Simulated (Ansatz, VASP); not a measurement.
# TiCo2: VASP beside Ansatz

```
CELL_PARAMETERS angstrom
0.00000 3.24353 3.24353
3.24353 0.00000 3.24353
3.24353 3.24353 0.00000
ATOMIC_POSITIONS crystal
Ti 0.50000 0.50000 0.50000
Ti 0.75000 0.75000 0.75000
Co 0.12500 0.12500 0.12500
Co 0.62500 0.12500 0.12500
Co 0.12500 0.12500 0.62500
Co 0.12500 0.62500 0.12500
```

Alike in both runs: functional LDA; k mesh 10 × 10 × 10; occupations gaussian, width 0.1 eV; collinear spin.

Ansatz relaxed the structure, and its values are those at the end. VASP's run is a single point on that final structure, the one shown.

|  | VASP | Ansatz |
| --- | --- | --- |
| version | VASP 6.6.1 | Ansatz 0.2.0 |
| potentials or method | VASP PAW LDA potentials, release 64 (Ti_sv, Co) | scalar-relativistic, plane waves, PAW |
| plane-wave cutoff (eV) | 520 | 420 |
| valence electrons in the cell | 60 | 92 |

|  | VASP | Ansatz | Ansatz less VASP |
| --- | --- | --- | --- |
| gap on the k mesh at the Fermi level (eV) | none | none | - |
| pressure (GPa) | -0.4 | 0.0 | +0.44 |
| net moment per atom (μB) | 0.00 | 0.00 | 0.000 |

A gap of «none» marks a metal or a gap that the smearing closes. The two sets of potentials don't hold the same shells in valence. Ansatz warned: «seeded_moment_not_kept».
